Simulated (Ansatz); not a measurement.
Write the native input for Ansatz 0.2.0 that does the following.

- Task: single point
- Functional: HSE06 form with a typed share of exact exchange
- Potentials or basis: Ansatz PAW
- Cutoff: 420 eV (not typed: the program's choice for these potentials)
- k mesh: 4 × 4 × 4
- Occupations: fermi-dirac, width 0.05 eV
- Spin: no spin polarisation
- Screening (1/Å): 0.1
- Share of exact exchange: 0.25

The system is Na2S.

```
S Na
1.0
     0.00000    3.27350    3.27350
     3.27350    0.00000    3.27350
     3.27350    3.27350    0.00000
S Na
1 2
Cartesian
  0.0000 0.0000 0.0000
  4.9102 4.9102 4.9102
  1.6367 1.6367 1.6367
```

The input as run:

input.yaml

```yaml
crystal:
  lattice:
    - [0.0, 3.2735, 3.2735]
    - [3.2735, 0.0, 3.2735]
    - [3.2735, 3.2735, 0.0]
  atoms:
    - { symbol: S, position: [0.0, 0.0, 0.0] }
    - { symbol: Na, position: [0.75, 0.75, 0.75] }
    - { symbol: Na, position: [0.25, 0.25, 0.25] }
hamiltonian:
  xc: { exchange: pbe, correlation: pbe, exx: { coeff: 0.25, omega: 0.1 } }
  pseudopotentials: { kind: paw }
kpoints:
  mp_grid: { grid: [4, 4, 4] }
scf:
  occupations: { method: fermi_dirac, width: 0.05 }
output:
  forces: true
  stress: true
  eigenvalues: true
  write_density: true
  write_potential: true
  elf: true
  volumetric_format: npy
```

Potentials or basis: Ansatz PAW.

Launch:

```console
$ ansatz run input.yaml --threads 2 --pin off --max-ram 5632MiB --backend cpu --events-out ev --progress --plain --runs-dir out
```

It gave:

| Property | Result |
| --- | --- |
| Pressure | -0.4 GPa |
| Band gap on the k mesh | 3.78 eV, direct |

Caveat: the PAW data sets come from PBE, with cores solved anew for the run's functional, which leaves a small shift of forces and pressure; the thresholds are loose for stress.

It took 9.9 s on 2 threads of Intel(R) Xeon(R) Platinum 8259CL CPU @ 2.50GHz (Skylake/Cascade Lake), on a shared host, peak memory 0.76 GiB.
